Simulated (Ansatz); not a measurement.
# BN: pressure against volume

Reference cell: a COD entry, whose atoms a relaxation with PBE at fixed cell left in place.

```
CELL_PARAMETERS angstrom
2.54000 0.00000 0.00000
-1.27000 2.19970 0.00000
0.00000 0.00000 6.59800
ATOMIC_POSITIONS crystal
B 0.33333 0.66667 0.25000
B 0.66667 0.33333 0.75000
N 0.33333 0.66667 0.75000
N 0.66667 0.33333 0.25000
```

Atom numbers follow the list; atoms alike are taken as one site, whose name carries the number of the first.

Level of theory: DFT, PBE, plane waves and PAW, scalar-relativistic, 420 eV cutoff, Γ-centred 13×13×5 k-points, Fermi–Dirac smearing 0.02 eV (Ansatz 0.2.0).

The cell is scaled uniformly, and the ions relax again at each size.

| V/V₀ | pressure (GPa) | gap on the k-mesh (eV) |
| --- | --- | --- |
| 0.94 | 8.7 | 4.29 |
| 0.96 | 3.2 | 4.26 |
| 0.98 | -1.8 | 4.24 |
| 1.00 | -6.4 | 4.21 |
| 1.02 | ? | ? |
| 1.04 | -14.4 | 4.16 |
| 1.06 | -17.8 | 4.13 |

Q: Estimate the row at V/V₀ = 1.02 and the bulk modulus.

A: pressure (GPa): -10.6; gap on the k-mesh (eV): 4.18. Worked: a parabola in ln(V/V₀) through the other 6 rows gives -10.6 GPa there. It crosses zero pressure at V/V₀ = 0.972, the equilibrium volume of this functional, where the bulk modulus is B = −dP/d ln V = 242 GPa. The shape of the cell is held, so in this non-cubic crystal both values are those of uniform scaling, and B is an upper bound to the hydrostatic one. No dispersion correction is included, which matters between the layers of this solid. The gap falls as the cell grows, by 0.013 eV per per cent of volume.

PBE gaps are too small, by a third to a half in many semiconductors; their changes with volume are better.
